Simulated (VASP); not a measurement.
# MgO (Fm-3m) in VASP: notebook

One crystal, MgO, is run at these levels: PBE; tasks: single point.

All numbers are computed with VASP 6.6.1; they aren't measurements. Logs are shortened: lines on timing, memory, paths and dates and some standing lists are left out, and cuts for length are marked.

**The experiment to reproduce.**

From “Electronic structure of alkaline earth and post-transition metal oxides”, 2009, arxiv:0908.1581, for a bulk crystal of MgO: band gap 7.83 eV.

How close the calculation comes is told below.

## Step 1: The crystal as given

Symmetry: Fm-3m, No. 225, cubic system. Conventional cell: a = 4.330 Å, b = 4.330 Å, c = 4.330 Å, α = 90.00°, β = 90.00°, γ = 90.00°. Around Mg (site symmetry m-3m) lie 6 O at 2.17 Å. Around O (site symmetry m-3m) lie 6 Mg at 2.17 Å.

## Step 2: Single point, PBE

INCAR

```
SYSTEM = MgO
PREC = Accurate
ENCUT = 520
EDIFF = 1E-6
ISMEAR = 0
SIGMA = 0.03
LREAL = .False.
LASPH = .True.
NELM = 80
ALGO = Normal
ISIF = 2
LWAVE = .False.
LCHARG = .False.
GGA = PE
NBANDS = 11
```

KPOINTS

```
Automatic mesh
0
Gamma
  8 8 8
  0 0 0
```

POSCAR

```
MgO
1.0
    0.0000000000      2.1652500000      2.1652500000
    2.1652500000      0.0000000000      2.1652500000
    2.1652500000      2.1652500000      0.0000000000
Mg O
1 1
Direct
    0.0000000000      0.0000000000      0.0000000000
    0.5000000000      0.5000000000      0.5000000000
```

Potentials or basis: VASP PAW PBE potentials, release 64 (Mg, O).

Run with:

```sh
$ cat potpaw_PBE.64/Mg/POTCAR potpaw_PBE.64/O/POTCAR > POTCAR
$ mpirun -np 1 vasp_std > vasp.out
```

OUTCAR:

```text
SYSTEM = MgO
   PREC = Accurate
   ENCUT = 520
   EDIFF = 1E-6
   ISMEAR = 0
   LREAL = .False.
   LASPH = .True.
   NELM = 80
   ISIF = 2
   GGA = PE

 ion  position               nearest neighbor table
   1  0.000  0.000  0.000-   2 2.17   2 2.17   2 2.17   2 2.17   2 2.17   2 2.17
   2  0.500  0.500  0.500-   1 2.17   1 2.17   1 2.17   1 2.17   1 2.17   1 2.17

  LATTYP: Found a face centered cubic cell.
 ALAT       =     4.3305000000

  Lattice vectors:

 A1 = (   0.0000000000,   2.1652500000,   2.1652500000)
 A2 = (   2.1652500000,   0.0000000000,   2.1652500000)
 A3 = (   2.1652500000,   2.1652500000,   0.0000000000)

Analysis of symmetry for initial positions (statically):
=====================================================================
 Subroutine PRICEL returns:
 Original cell was already a primitive cell.

 Routine SETGRP: Setting up the symmetry group for a
 face centered cubic supercell.

 Subroutine GETGRP returns: Found 48 space group operations
 (whereof 48 operations were pure point group operations)
 out of a pool of 48 trial point group operations.

The static configuration has the point symmetry O_h .

Analysis of symmetry for dynamics (positions and initial velocities):
=====================================================================
 Subroutine PRICEL returns:
 Original cell was already a primitive cell.

 Routine SETGRP: Setting up the symmetry group for a
 face centered cubic supercell.

 Subroutine GETGRP returns: Found 48 space group operations
 (whereof 48 operations were pure point group operations)
 out of a pool of 48 trial point group operations.

The dynamic configuration has the point symmetry O_h .

 Subroutine INISYM returns: Found 48 space group operations
 (whereof 48 operations are pure point group operations),
 and found     1 'primitive' translations

----------------------------------------------------------------------------------------

                                     Primitive cell

  volume of cell :      20.3027

  direct lattice vectors                    reciprocal lattice vectors
     0.000000000  2.165250000  2.165250000    -0.230920217  0.230920217  0.230920217
     2.165250000  0.000000000  2.165250000     0.230920217 -0.230920217  0.230920217
     2.165250000  2.165250000  0.000000000     0.230920217  0.230920217 -0.230920217

  length of vectors
     3.062125916  3.062125916  3.062125916     0.399965548  0.399965548  0.399965548

  position of ions in fractional coordinates (direct lattice)
     0.000000000  0.000000000  0.000000000
     0.500000000  0.500000000  0.500000000

  ion indices of the primitive-cell ions
   primitive index   ion index
                 1           1
                 2           2

[... 84 lines left out ...]
   EMIN   =  10.00;   EMAX   =-10.00  energy-range for DOS
   EFERMI =   0.00;   METHOD = LEGACY
   ISMEAR =     0;   SIGMA  =   0.03  broadening in eV -4-tet -1-fermi 0-gaus
   EFERMI_NEDOS =   21; number of points for ismear=-14 and -15
   IALGO  =     38    algorithm
   IMIX   =      4    mixing-type and parameters
     AMIX     =   0.40;   BMIX     =  1.00
     AMIX_MAG =   1.60;   BMIX_MAG =  1.00
  volume/ion in A,a.u.               =      10.15        68.50
  Fermi-wavevector in a.u.,A,eV,Ry     =   1.200200  2.268048 19.598905  1.440479
  Thomas-Fermi vector in A             =   2.336042
   LORBIT       =      0    0 simple, 1 ext, 2 COOP (PROOUT), +10 PAW based schemes
   GGA     = PE    functional components
   LHFCALC =     F    Hartree Fock is set to
   AEXX    =    0.0000 exact exchange contribution
   IVDW    =     0    specifies the selected vdW correction
   LEPSILON=     F    determine dielectric tensor
   LRPA    =     F    only Hartree local field effects (RPA)
 non-spin polarized calculation
 Gauss-broadening in eV      SIGMA  =   0.03
  energy-cutoff  :      520.00
  volume of cell :       20.30
 maximum number of plane-waves:       568
   NGX = 11   NGY = 11   NGZ = 11

 number of electron       7.9999996 magnetization

 Free energy of the ion-electron system (eV)
  ---------------------------------------------------
  ext. energy  EPLUGINS =         0.00000000
  ---------------------------------------------------
  free energy    TOTEN  =       -11.88332826 eV

  energy without entropy =      -11.88332826  energy(sigma->0) =      -11.88332826

 E-fermi :   2.7877     XC(G=0): -10.6914

 val. band max:        2.5902098058   @ k =   0.0000   0.0000   0.0000
 cond. band min:       6.5485689333   @ k =   0.0000   0.0000   0.0000
 fundamental gap:      3.9583591275
 Fermi energy:         2.7876591878

 k-point     1 :       0.0000    0.0000    0.0000
  band No.  band energies     occupation
      1     -14.2683      2.00000
      2       2.5902      2.00000
      3       2.5902      2.00000
      4       2.5902      2.00000
      5       6.5486      0.00000
      6      17.9161      0.00000
      7      17.9161      0.00000
      8      17.9161      0.00000
      9      21.6201      0.00000
     10      23.2999      0.00000
     11      23.2999      0.00000
[... 309 lines left out ...]
 k-point    24 :      -0.3750    0.2500    0.1250
  band No.  band energies     occupation
      1     -13.0514      2.00000
      2      -1.0976      2.00000
      3       0.8334      2.00000
      4       1.7090      2.00000
      5      11.6820      0.00000
      6      13.9698      0.00000
      7      15.2430      0.00000
      8      18.4906      0.00000
      9      22.1519      0.00000
     10      23.5689      0.00000
     11      27.4431      0.00000

 [... further k-points ...]

------------------------ aborting loop because EDIFF is reached ----------------------------------------

  FORCE on cell =-STRESS in cart. coord.  units (eV):
  Direction    XX          YY          ZZ          XY          YZ          ZX
  --------------------------------------------------------------------------------------
  -------------------------------------------------------------------------------------
  Total       -1.0017940     -1.0017940     -1.0017940      0.0000000      0.0000000      0.0000000
  in kB      -79.0560099    -79.0560099    -79.0560099      0.0000000      0.0000000      0.0000000
  external PRESSURE =     -79.0560099 kB  Pullay stress =       0.0000000 kB

 VOLUME and BASIS-vectors are now :
 -----------------------------------------------------------------------------
  energy-cutoff  :      520.00
  volume of cell :       20.30
      direct lattice vectors                 reciprocal lattice vectors
     0.000000000  2.165250000  2.165250000    -0.230920217  0.230920217  0.230920217
     2.165250000  0.000000000  2.165250000     0.230920217 -0.230920217  0.230920217
     2.165250000  2.165250000  0.000000000     0.230920217  0.230920217 -0.230920217

 POSITION                                       TOTAL-FORCE (eV/Angst)
 -----------------------------------------------------------------------------------
      0.00000      0.00000      0.00000        -0.000000      0.000000     -0.000000
      2.16525      2.16525      2.16525         0.000000     -0.000000      0.000000
 -----------------------------------------------------------------------------------
    total drift:                               -0.000000     -0.000000      0.000000

  FREE ENERGIE OF THE ION-ELECTRON SYSTEM (eV)
  ---------------------------------------------------
  free  energy   TOTEN  =       -11.8833282593 eV

  energy  without entropy=      -11.8833282593  energy(sigma->0) =      -11.88332826
```

stdout:

```text
POSCAR found type information on POSCAR MgO
 POSCAR found :  2 types and       2 ions
 scaLAPACK will be used
 LDA part: xc-table for (Slater+PW92), standard interpolation
 POSCAR, INCAR and KPOINTS ok, starting setup
 FFT: planning ... GRIDC
 FFT: planning ... GRID_SOFT
 FFT: planning ... GRID
 WAVECAR not read
 entering main loop
```

Wall time 3.1 s (1 thread of Intel Xeon 6975P-C (Granite Rapids), shared host); peak memory 0.13 GiB.

What came out:

- Free energy: -11.8833 eV
- Pressure: -7.9 GPa
- Band gap on the k mesh: 3.96 eV, direct

Levels at points of the mesh, in eV from the valence-band top:
| k point | band 2 | band 3 | band 4 | band 5 | band 6 | band 7 |
| --- | --- | --- | --- | --- | --- | --- |
| (0.00, 0.00, 0.00) | 0.00 | 0.00 | 0.00 | 3.96 | 15.33 | 15.33 |
| (0.50, 0.00, 0.00) | -4.27 | -0.57 | -0.57 | 7.38 | 11.67 | 15.47 |
| (0.50, 0.50, 0.00) | -3.75 | -1.24 | -1.24 | 9.01 | 9.09 | 12.24 |

## Step 3: Single point, PBE

INCAR

```
  ALGO = Normal
  EDIFF = 1E-7
  ENCUT = 520
  GGA = PE
  ISIF = 2
  ISMEAR = -1
  LASPH = T
  LCHARG = F
  LREAL = F
  LWAVE = F
  NBANDS = 11
  NELM = 100
  PREC = Accurate
  SIGMA = 0.01
```

KPOINTS

```
k-points
0
Gamma
  8 8 8
```

POSCAR is that of step 2.

Potentials or basis: VASP PAW PBE potentials, release 64 (Mg, O).

Run with:

```sh
$ cat potpaw_PBE.64/Mg/POTCAR potpaw_PBE.64/O/POTCAR > POTCAR
$ mpirun -np 1 vasp_std > vasp.out
```

Wall time 3.1 s (1 thread of Intel Xeon 6975P-C (Granite Rapids), shared host); peak memory 0.13 GiB.

It converged, with:

```yaml
Free_energy: -11.8833 eV
Pressure: -7.9 GPa
Band_gap_on_the_k_mesh: 3.96 eV, direct
```

Levels at points of the mesh, in eV from the valence-band top:
| k point | band 1 | band 2 | band 3 | band 4 | band 5 | band 6 | band 7 | band 8 | band 9 |
| --- | --- | --- | --- | --- | --- | --- | --- | --- | --- |
| (0.00, 0.00, 0.00) | -16.86 | 0.00 | 0.00 | 0.00 | 3.96 | 15.33 | 15.33 | 15.33 | 19.03 |
| (0.50, 0.00, 0.00) | -15.77 | -4.27 | -0.57 | -0.57 | 7.38 | 11.67 | 15.47 | 15.47 | 19.68 |
| (0.50, 0.50, 0.00) | -15.54 | -3.75 | -1.24 | -1.24 | 9.01 | 9.09 | 12.24 | 17.74 | 17.74 |

## Step 4: Against experiment

Step 2. Measured gap of MgO: 7.83 eV (quoted in “Electronic structure of alkaline earth and post-transition metal oxides”, 2009, arxiv:0908.1581). This calculation gives 3.96 eV (-3.87 eV). The value is that of PBE, without temperature or zero-point motion. Semilocal functionals fall short of measured gaps as a rule.

Step 3. Measured gap of MgO: 7.83 eV (quoted in “Electronic structure of alkaline earth and post-transition metal oxides”, 2009, arxiv:0908.1581). This calculation gives 3.96 eV (-3.87 eV). The value is that of PBE, without temperature or zero-point motion. Semilocal functionals fall short of measured gaps as a rule.
